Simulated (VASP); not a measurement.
Set up this calculation in VASP 6.6.1, as the native input.

* Task: single point
* Functional: revPBE
* Potentials or basis: VASP PAW PBE potentials, release 64 (Ga_d)
* Cutoff: 520 eV
* k mesh: 16 × 16 × 5
* Occupations: fermi-dirac, width 0.1 eV
* Spin: no spin polarisation
* Dipole correction: no
* Further INCAR settings: ALGO = Fast; EDIFF = 1e-06; NBANDS = 34

The structure of Ga lies in POSCAR:

```
Ga
1.0
    3.0206636733      0.0000000000      0.0000000000
   -1.5103318367      2.6159714774      0.0000000000
    0.0000000000      0.0000000000      9.8640329256
Ga
4
Direct
    1.0000000000      1.0000000000      0.0000000000
    0.0000000000      0.0000000000      0.5000000000
    0.3333333333      0.6666666667      0.2500000000
    0.6666666667      0.3333333333      0.7500000000
```

This isn't the form of Ga at room conditions, which is orthorhombic.

One way to write it, as run:

INCAR

```
  PREC = Accurate
  ENCUT = 520
  EDIFF = 1E-6
  ISMEAR = -1
  SIGMA = 0.1
  LREAL = False
  LASPH = True
  NELM = 60
  ALGO = Fast
  ISIF = 2
  LWAVE = False
  LCHARG = False
  GGA = RE
  NBANDS = 34
```

KPOINTS

```
regular mesh
0
Gamma
  16 16 5
```

Potentials or basis: VASP PAW PBE potentials, release 64 (Ga_d).

Command:

```bash
$ cat potpaw_PBE.64/Ga_d/POTCAR > POTCAR
$ mpirun -np 1 vasp_std > vasp.out
```

Results of the run:

* Pressure: 0.1 GPa
* Band gap on the k mesh: none (metal or under the smearing width)

Caveat: the PAW data sets were made with another functional, which shifts forces and pressure a little.

Run time: 2.1 min on 1 thread of Intel(R) Xeon(R) Platinum 8488C (Sapphire Rapids) (shared host), peak memory 0.31 GiB.
